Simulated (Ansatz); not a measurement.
**Relaxing Co**

All numbers below come from DFT r2SCAN, scalar-relativistic, plane waves, PAW (Ansatz 0.2.0). Run with 500 eV cutoff, 20×20×20 k-mesh, Gaussian smearing of 0.10 eV, collinear spin.

What was changed in Cu: Cu → Co on all its sites, cell and atoms relaxed.

With moments and this functional the run may sit in a state above the lowest one.

Command:

```bash
ansatz run input.yaml --threads 1 --pin off --max-ram 2560MiB --backend cpu --events-out ev --progress --plain --runs-dir out
```

Input:

```yaml
crystal:
  lattice:
    - [-1.3975758624, 1.3975758624, 1.3908311969]
    - [1.3975758624, -1.3975758624, 1.3908311969]
    - [1.3975758624, 1.3975758624, -1.3908311969]
  atoms:
    - { symbol: Co, position: [0.0, 0.0, 0.0], spin: 2.15 }
basis:
  ecutwfc: 500
kpoints:
  mp_grid: { grid: [20, 20, 20] }
hamiltonian:
  xc: r2scan
scf:
  occupations: { method: gaussian, width: 0.1 }
output:
  forces: true
  stress: true
  eigenvalues: true
  populations: true
magnetization:
  spin_polarized: true
relax:
  adjacent_minimum: "off"
  f_tol: 0.01
  max_steps: 60
  cell: { stress_tol: 0.1 }
```

F is the free energy. Steps run on the plane waves of an earlier cell, but the last one, and at times one on the way, on a freshly chosen basis, so a repeated geometry can differ a little in energy.

Steps:

```json
{"step": "1", "F − F(1) (eV)": "0.0000", "largest force component (eV/Å)": "0.000", "V (Å³/atom)": "10.866", "P (GPa)": "1.76"}
{"step": "2", "F − F(1) (eV)": "-0.0004", "largest force component (eV/Å)": "0.000", "V (Å³/atom)": "10.914", "P (GPa)": "0.77"}
{"step": "3", "F − F(1) (eV)": "-0.0004", "largest force component (eV/Å)": "0.000", "V (Å³/atom)": "10.953", "P (GPa)": "0.00"}
{"step": "4", "F − F(1) (eV)": "-0.0005", "largest force component (eV/Å)": "0.000", "V (Å³/atom)": "10.953", "P (GPa)": "0.01"}
```

Relaxed structure:

```cif
data_structure
_symmetry_space_group_name_H-M 'P 1'
_symmetry_Int_Tables_number 1
_cell_length_a 2.4231
_cell_length_b 2.4231
_cell_length_c 2.4231
_cell_angle_alpha 109.453
_cell_angle_beta 109.453
_cell_angle_gamma 109.509
_cell_volume 10.95
loop_
_atom_site_label
_atom_site_type_symbol
_atom_site_fract_x
_atom_site_fract_y
_atom_site_fract_z
_atom_site_occupancy
Co1 Co 0.00000 0.00000 0.00000 1
```

Symmetry: Im-3m, No. 229, cubic system. Conventional cell: a = 2.798 Å, b = 2.798 Å, c = 2.798 Å, α = 90.00°, β = 90.00°, γ = 90.00°. Co (site symmetry m-3m) has 8 Co at 2.42 Å as nearest neighbours.

The run converged. The run took 120 s on 1 thread of Arm Neoverse V2, on a shared host, peak memory 0.53 GiB.